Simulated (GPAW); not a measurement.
The system is SiC.

```xyz
8
Lattice="3.0757 0.0000 0.0000 -1.5378 2.6636 0.0000 0.0000 0.0000 10.0706" Properties=species:S:1:pos:R:3 pbc="T T T"
Si    0.0000    0.0000    1.8922
Si    0.0000    0.0000    6.9275
Si    0.0000    1.7758    4.4094
Si    1.5378    0.8879    9.4447
C     0.0000    0.0000    0.0046
C     0.0000    0.0000    5.0400
C     0.0000    1.7758    2.5157
C     1.5378    0.8879    7.5510
```

The cell is a database's computed one.

Base run:

```yaml
Program: GPAW 26.7.0
Functional: optB88-vdW
Potentials_or_basis: GPAW PAW data sets (gpaw-data 1.2.1)
Cutoff: 800 eV
Basis: pw
k_mesh: 6 × 6 × 2
Occupations: fermi-dirac, width 0.05 eV
Spin: no spin polarisation
```

Its results: band gap on the k mesh 2.39 eV, indirect (least direct gap 3.50 eV); largest force 0.016 eV/Å.

Q: After a change of settings the same cell gave: band gap on the k mesh 2.21 eV, indirect (least direct gap 3.33 eV); largest force 0.004 eV/Å. Which change was it?
A. functional from optB88-vdW to TASK
B. functional from optB88-vdW to vdW-DF; band points from 100 to 80
C. functional from optB88-vdW to TPSS
D. functional from optB88-vdW to optPBE-vdW; band points from 100 to 80

A: C.

Caveats: the PAW data sets were made with another functional, which shifts forces and pressure a little; with rounded positions the older calculator's symmetry can spoil forces and stress (some runs).

Not every run made on this cell is shown here.
